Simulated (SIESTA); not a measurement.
Ga under changes of volume

One of the cells (19.058 Å³/atom); the others are scaled copies at fixed shape and fractional positions:

```
Ga
1.0
     1.45960   -4.09192    0.00000
     1.45960    4.09192    0.00000
     0.00000    0.00000    3.19099
Ga
2
Cartesian
  1.4596 3.0035 2.3932
  1.4596 -3.0035 0.7977
```

This isn't the form of Ga at room conditions, which is orthorhombic.

| Quantity | Value |
| --- | --- |
| Program | SIESTA 5.4.2 |
| Functional | PBEsol |
| Potentials or basis | PseudoDojo 0.4 standard (PBEsol files) |
| Basis | DZP (energy shift 0.003 Ry; two zetas on semicore shells) |
| Grid cutoff | 800 Ry |
| Energy shift | 0.003 Ry |
| k mesh | 10 × 10 × 8 |
| Occupations | fermi-dirac, width 0.05 eV |
| Spin | no spin polarisation |

```tsv
volume (Å³/atom)	energy over the lowest point (meV/atom)	pressure (GPa)	largest force (eV/Å)
17.564	1.48	1.3	0.202
17.937	0.00	0.0	0.202
18.311	1.29	-1.1	0.180
19.058	?	?	?
19.432	20.15	-4.0	0.155
19.806	30.31	-4.6	0.136
```

Question: What does the run at 19.058 Å³/atom give?

Answer: Energy over the lowest point 11.70 meV/atom; pressure -3.2 GPa; largest force 0.161 eV/Å.

Worked out: A Birch-Murnaghan fit of order 3 (a polynomial in V^(-2/3)) to the other rows has its minimum at 17.94 Å³/atom with B0 = V·E''(V) = 61 GPa and B' = 5.0 at fixed shape and positions, which overstates the stiffness. It gives 11.73 meV/atom at 19.058 Å³/atom, against the run's 11.70, and -dE/dV = -3.2 GPa, against -3.2.

Energies are extrapolated to zero smearing.

Caveats: the basis of atomic orbitals isn't converged, which shifts pressures, moduli and gaps.
